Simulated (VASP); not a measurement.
BaF2: single point with PBEsol

The system is BaF2.

```
Ba F
1.0
     0.00000    3.08780    3.08780
     3.08780    0.00000    3.08780
     3.08780    3.08780    0.00000
Ba F
1 2
Cartesian
  0.0000 0.0000 0.0000
  1.5439 1.5439 1.5439
  4.6317 4.6317 4.6317
```

The cell comes from a database or a generator and needn't be the stable form of this composition.

```json
{
 "Program": "VASP 6.6.1",
 "Task": "single point",
 "Functional": "PBEsol",
 "Potentials or basis": "VASP PAW PBE potentials, release 64 (Ba_sv, F)",
 "Cutoff": "520 eV",
 "k mesh": "6 × 6 × 6",
 "Occupations": "gaussian, width 0.02 eV",
 "Spin": "non-collinear spin, zero start, spin-orbit coupling",
 "Starting moments": "[[0.0, 0.0, 0.0], [0.0, 0.0, 0.0], [0.0, 0.0, 0.0]] μB"
}
```

```yaml
Pressure: 0.1 GPa
Net_moment: 0.00 μB per cell
Valence_electrons_inside_the_program's_atomic_spheres: Ba 7.87; F 6.08
```

Moments on the atoms (μB; x, y, z):
```
Ba  0.00 0.00 0.00
F   0.00 0.00 0.00
F   0.00 0.00 0.00
```

Run time: 64 s on 1 thread of Intel(R) Xeon(R) Platinum 8488C (Sapphire Rapids), with other jobs on the host, peak memory 0.33 GiB.

Caveat: the PAW data sets were made with another functional, which shifts forces and pressure a little.
